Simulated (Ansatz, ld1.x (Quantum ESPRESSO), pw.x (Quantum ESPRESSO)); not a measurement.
## pw.x on fcc N: one setting changed

Potential: norm-conserving Troullier–Martins (Kleinman–Bylander form), ld1.x (Quantum ESPRESSO) 7.5, PBE; core [He], reference 2s2 2p3; waves: 2p (bound): rc 1.80 bohr; 3d channel at 0.35 Ry: rc 1.75 bohr; 2s (bound): rc 1.15 bohr; local part: the s channel; core correction: none.

The reference run (k-mesh 18³, cutoffs 135/540 Ry, Fermi–Dirac 0.01 Ry, mixing_beta 0.4, conv_thr 1e-9, no spin) gives 0.99 GPa at 7.602 Å³/atom, where all-electron LAPW gives 0.28 GPa. This run, with its own iteration cap, changes smearing to gauss.

```
&control
  calculation='scf', prefix='x', pseudo_dir='./', outdir='./tmp', tstress=.true., disk_io='none'
/
&system
  ibrav=0, nat=1, ntyp=1, ecutwfc=135, ecutrho=540, nbnd=9,
  occupations='smearing', smearing='gauss', degauss=0.01
/
&electrons
  conv_thr=1e-09, mixing_beta=0.4, electron_maxstep=50
/
ATOMIC_SPECIES
N 1.0 N.UPF
CELL_PARAMETERS angstrom
  0.00000000 1.56062762 1.56062762
  1.56062762 0.00000000 1.56062762
  1.56062762 1.56062762 0.00000000
ATOMIC_POSITIONS crystal
N 0.0000 0.0000 0.0000
K_POINTS automatic
18 18 18 0 0 0
```

```bash
pw.x < N.scf.in > N.scf.out
```

Q: How does the run end?

A: It converges in 4 iterations; the free energy moves by +18.8 meV/atom and the pressure by -0.41 GPa. Gaussian smearing of the same width is narrower in effect than Fermi–Dirac, so its quadratic term in F is smaller.

```
Message from routine setup:
     using ibrav=0 with symmetry is DISCOURAGED, use correct ibrav instead
     lattice parameter (alat)  =       4.1707  a.u.
     unit-cell volume          =      51.3008 (a.u.)^3
     number of electrons       =         5.00
     number of Kohn-Sham states=            9
     kinetic-energy cutoff     =     135.0000  Ry
     charge density cutoff     =     540.0000  Ry
     scf convergence threshold =      1.0E-09
     Exchange-correlation= PBE
     number of k points=   195  Gaussian smearing, width (Ry)=  0.0100
     iteration #  1     ecut=   135.00 Ry     beta= 0.40
     total energy              =     -19.45589427 Ry
     estimated scf accuracy    <       0.00036654 Ry
     iteration #  2     ecut=   135.00 Ry     beta= 0.40
     total energy              =     -19.45590755 Ry
     estimated scf accuracy    <       0.00008454 Ry
     iteration #  3     ecut=   135.00 Ry     beta= 0.40
     total energy              =     -19.45591992 Ry
     estimated scf accuracy    <       0.00000298 Ry
     iteration #  4     ecut=   135.00 Ry     beta= 0.40
     the Fermi energy is     8.2977 ev
!    total energy              =     -19.45592017 Ry
     estimated scf accuracy    <          8.7E-10 Ry
     smearing contrib. (-TS)   =      -0.00053742 Ry
     The total energy is F=E-TS. E is the sum of the following terms:
     one-electron contribution =       2.95261658 Ry
     hartree contribution      =       1.68498020 Ry
     xc contribution           =      -4.66005641 Ry
     ewald contribution        =     -19.43292312 Ry
     convergence has been achieved in   4 iterations
          total   stress  (Ry/bohr**3)                   (kbar)     P=        5.79
     Message from routine punch:
     Nothing written, as per user request (disk_io='none')
```

The run took about 12 s on one core of a shared host (Neoverse-V1, 32 threads, 247 GiB, load 20).
